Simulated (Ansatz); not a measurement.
Starting cell, BeO (wurtzite):

```
BeO
1.0
    2.71181     0.00000     0.00000
   -1.35591     2.34850     0.00000
    0.00000     0.00000     8.80911
Be O
4 4
Cartesian
  1.35591   0.78283   0.00656
  1.35591   0.78283   4.41112
  0.00000   1.56567   2.20884
  0.00000   1.56567   6.61340
  1.35591   0.78283   2.74717
  1.35591   0.78283   7.15172
  0.00000   1.56567   0.54489
  0.00000   1.56567   4.94944
```

The atoms are displaced by Q × the pattern below (from a DFPT mode at A = (0.0, 0.0, 0.5), largest move 1; Q in Å), at fixed cell. It is one choice among 2 degenerate patterns. (q is in reciprocal vectors of the primitive cell; the cell shown is doubled to hold the pattern.)

| atom | x | y | z |
|---|---|---|---|
| Be1 | 0.000 | 0.000 | 1.000 |
| Be2 | 0.000 | 0.000 | -1.000 |
| Be3 | 0.000 | 0.000 | 0.085 |
| Be4 | 0.000 | 0.000 | -0.085 |
| O5 | 0.000 | 0.000 | 0.262 |
| O6 | 0.000 | 0.000 | -0.262 |
| O7 | 0.000 | 0.000 | -0.454 |
| O8 | 0.000 | 0.000 | 0.454 |

All values below come from PBE (plane waves to 420 eV, PAW, scalar-relativistic; Ansatz, a quantum-chemistry and plane-wave program). k mesh 14×14×4 (Γ-centred), Fermi-Dirac smearing 0.05 eV. Energies are smeared free energies. BeO was relaxed with its symmetry unable to fall. The zero of ΔE is the undisplaced structure.

What ΔE (eV/cell) and −dE/dQ from forces (eV/Å) does the calculation give at Q (Å) = -0.180, -0.150, -0.090, 0.030, 0.060, 0.120, 0.150, 0.180?


```json
[
 {"Q (Å)": "-0.180", "ΔE (eV/cell)": "1.592", "−dE/dQ from forces (eV/Å)": "18.044"},
 {"Q (Å)": "-0.150", "ΔE (eV/cell)": "1.099", "−dE/dQ from forces (eV/Å)": "14.846"},
 {"Q (Å)": "-0.090", "ΔE (eV/cell)": "0.392", "−dE/dQ from forces (eV/Å)": "8.757"},
 {"Q (Å)": "0.030", "ΔE (eV/cell)": "0.043", "−dE/dQ from forces (eV/Å)": "-2.896"},
 {"Q (Å)": "0.060", "ΔE (eV/cell)": "0.174", "−dE/dQ from forces (eV/Å)": "-5.809"},
 {"Q (Å)": "0.120", "ΔE (eV/cell)": "0.700", "−dE/dQ from forces (eV/Å)": "-11.761"},
 {"Q (Å)": "0.150", "ΔE (eV/cell)": "1.099", "−dE/dQ from forces (eV/Å)": "-14.846"},
 {"Q (Å)": "0.180", "ΔE (eV/cell)": "1.592", "−dE/dQ from forces (eV/Å)": "-18.044"}
]
```

(For displaced atoms, the force is minus the slope of the energy, and its curvature is a force constant, which sets phonon frequencies.)
